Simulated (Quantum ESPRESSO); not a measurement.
## SiNi: equation of state with PBE

Crystal: SiNi.

```
Ni Si
1.0
     2.94277    0.00000    0.00000
     0.00000    3.28033    0.00000
     0.00000    0.00000    4.67745
Ni Si
2 2
Direct
  0.50000 0.50000 0.34250
  0.00000 0.00000 0.65750
  0.50000 0.50000 0.84314
  0.00000 0.00000 0.15686
```

The cell is a database's computed one.

| Quantity | Value |
| --- | --- |
| Program | Quantum ESPRESSO 7.5 |
| Task | equation of state |
| Functional | PBE |
| Potentials or basis | SSSP 1.3 efficiency PBE |
| Cutoff | 748 eV |
| Density cutoff | 5987 eV |
| k mesh | 9 × 8 × 6 |
| Occupations | fermi-dirac, width 0.05 eV |
| Spin | collinear spin, ferromagnetic start |
| Starting moments | [1.0, 1.0, 0.0, 0.0] μB |
| Mixing beta | 0.3 |
| Most SCF iterations | 120 |
| SCF threshold | 8e-10 Ry |

```json
{"Equilibrium volume": "11.70 Å³/atom", "Bulk modulus at fixed shape and positions": "183 GPa", "Pressure derivative of the bulk modulus": "4.6"}
```

Energy against volume, from the lowest point:
```tsv
volume (Å³/atom)	energy (meV/atom)
10.611	69.02
10.837	41.64
11.062	21.78
11.288	8.68
11.514	1.63
11.740	0.00
11.965	3.25
```

All runs of the series together: 19 min on 2 threads of Arm Neoverse V2, on a shared host.

Caveat: the cell was scaled at fixed shape and fractional positions, which overstates the stiffness of a crystal with free parameters, most of all of layers and chains.
